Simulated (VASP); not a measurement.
# SiC (F-43m): energy against volume by PBE and RPA

```
Si C
1.0
     0.00000    2.17900    2.17900
     2.17900    0.00000    2.17900
     2.17900    2.17900    0.00000
Si C
1 1
Cartesian
  0.0000 0.0000 0.0000
  1.0895 1.0895 1.0895
```

RPA total energy on PBE orbitals (quartic-scaling ACFDT), PAW potentials of the _GW family (VASP); 4×4×4 mesh, wave cutoff 538.2 eV (621 eV for the PBE and exact-exchange energies), correlation extrapolated to infinite response cutoff from cutoffs up to 358.8 eV, 604 bands in all, long-wavelength term: neglected, exchange with the bare kernel with the probe-charge correction. The band count is that of the given cell and grows with the volume.

Energies and volumes of the whole cell, energies counted from the given cell:

| V/V_given | V (Å³) | PBE (meV) | Hartree-Fock expression on these orbitals (meV) | RPA (meV) |
| --- | --- | --- | --- | --- |
| 0.92 | 19.04 | 147 | 107 | 122 |
| 0.96 | 19.86 | 45 | 22 | 33 |
| 1.00 | 20.69 | 0 | 0 | 0 |
| 1.04 | 21.52 | 2 | 29 | 15 |
| 1.08 | 22.35 | 44 | 102 | 69 |

Problem. Fit third-order Birch-Murnaghan curves. Where are the minima?

Solution. PBE: V0 = 10.53 Å³ an atom (lattice constants +0.6 % against the given cell), B0 = 213 GPa; Hartree-Fock expression on these orbitals: V0 = 10.31 Å³ an atom (lattice constants -0.1 % against the given cell), B0 = 253 GPa; RPA: V0 = 10.41 Å³ an atom (lattice constants +0.2 % against the given cell), B0 = 223 GPa.

The mesh is coarse, so these are values at the stated settings, not converged ones.
